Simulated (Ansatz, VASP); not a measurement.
# Fe: VASP beside Ansatz

```
Fe
1.0
     0.00000    3.59100    3.59100
     1.79550    0.00000    1.79550
     1.79550    1.79550    0.00000
Fe
2
Direct
  0.00000 0.00000 0.00000
  0.50000 0.00000 0.00000
```

Alike in both runs: task single point; functional PBE; k mesh 7 × 14 × 14; occupations fermi-dirac, width 0.1 eV; collinear spin.

|  | VASP | Ansatz |
| --- | --- | --- |
| version | VASP 6.6.1 | Ansatz 0.2.0 |
| potentials or method | VASP PAW PBE potentials, release 64 (Fe) | PAW, plane waves, scalar-relativistic |
| plane-wave cutoff (eV) | 520 | 420 |
| valence electrons in the cell | 16 | 32 |

Ansatz gave:

* pressure (GPa): 4.3
* net moment per atom (μB): 2.41
* size of the moment on the site where the two differ most (μB): 2.45

Question: Which values does VASP return?

Answer: Pressure (GPa): 4.7; net moment per atom (μB): 2.44; size of the moment on the site where the two differ most (μB): 2.43.

Site moments also hang on the region over which each program counts them. The functional is the same, so the differences come from potentials, cutoffs and numerics. The two sets of potentials don't hold the same shells in valence.
